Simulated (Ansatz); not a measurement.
**AgCl: frozen-core PAW against all-electron methods**

```yaml
crystal:
  lattice:
    - [0.00000, 2.77315, 2.77315]
    - [2.77315, 0.00000, 2.77315]
    - [2.77315, 2.77315, 0.00000]
  atoms:
    - { symbol: Ag, position: [0.50000, 0.50000, 0.50000] }
    - { symbol: Cl, position: [0.00000, 0.00000, 0.00000] }
```

Atoms are numbered in the order listed.

The geometry is COD entry 9011666, unchecked; take it as a test cell.

Levels of theory: DFT, PBEsol, PAW with Ansatz's default frozen-core files, scalar-relativistic (Ansatz 0.2.0); DFT, PBEsol, all-electron LAPW, scalar-relativistic (Ansatz 0.2.0).

For PAW: a Γ-centred 9×9×9 k mesh, Fermi–Dirac smearing of 0.01 eV, cutoff 420 eV, no spin polarisation; the PAW files were made with PBE, and the program remakes their frozen cores for this functional. LAPW targets a basis error of 0.5 meV/atom. The Ansatz runs share mesh, smearing and spin set-up. Plane-wave (PAW) pressures include the program's estimate of the Pulay term.

Stress and pressure are positive in compression.

Levels count from the top of the valence band.

PAW results:

```tsv
quantity	PAW
pressure (GPa)	-2.64
band gap (eV)	0.733
highest filled level at L (eV)	0.000
lowest empty level at L (eV)	4.024
highest filled level at K (eV)	-1.064
lowest empty level at K (eV)	3.474
highest filled level at X (eV)	-1.898
lowest empty level at X (eV)	2.229
```

(1) What does all-electron LAPW give for the same quantities?

Results:

(1) 
| quantity | LAPW |
| --- | --- |
| pressure (GPa) | -2.64 |
| band gap (eV) | 0.735 |
| highest filled level at L (eV) | 0.000 |
| lowest empty level at L (eV) | 4.026 |
| highest filled level at K (eV) | -1.064 |
| lowest empty level at K (eV) | 3.476 |
| highest filled level at X (eV) | -1.899 |
| lowest empty level at X (eV) | 2.231 |
